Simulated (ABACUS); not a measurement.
O under changes of volume

One of the cells (11.066 Å³/atom); the others are scaled copies at fixed shape and fractional positions:

```xyz
2
Lattice="0.0000 1.8899 3.8988 1.5018 0.0000 3.8988 1.5018 1.8899 0.0000" Properties=species:S:1:pos:R:3 pbc="T T T"
O     1.5018    1.8899    4.5141
O     1.5018    1.8899    3.2836
```

* Program: ABACUS 3.10.1
* Functional: PBE
* Potentials or basis: PseudoDojo NC SR 0.4.1 PBE standard
* Cutoff: 1143 eV
* Density cutoff: 4572 eV
* Basis: plane waves
* k mesh: 12 × 12 × 12
* Occupations: fermi-dirac, width 0.05 eV
* Spin: no spin polarisation

```tsv
volume (Å³/atom)	energy over the lowest point (meV/atom)	pressure (GPa)	largest force (eV/Å)
10.402	5.03	4.4	0.202
10.623	0.78	1.7	0.369
10.844	0.00	-0.7	0.899
11.066	2.34	-2.8	1.393
11.287	7.50	-4.7	1.853
11.508	?	?	?
11.730	25.14	-8.0	2.681
```

Q: What does the run at 11.508 Å³/atom give?

A: Energy over the lowest point 15.19 meV/atom; pressure -6.4 GPa; largest force 2.282 eV/Å.

Worked out: A Birch-Murnaghan fit of order 3 (a polynomial in V^(-2/3)) to the other rows has its minimum at 10.79 Å³/atom with B0 = V·E''(V) = 113 GPa and B' = 4.2 at fixed shape and positions, which overstates the stiffness. It gives 15.16 meV/atom at 11.508 Å³/atom, against the run's 15.19, and -dE/dV = -6.4 GPa, against -6.4.

Energies are extrapolated to zero smearing.

Caveats: spin is off for a triplet molecule; forces of over 1 eV/Å show positions far from the minimum, so gaps and moduli don't describe the material at rest (some runs).
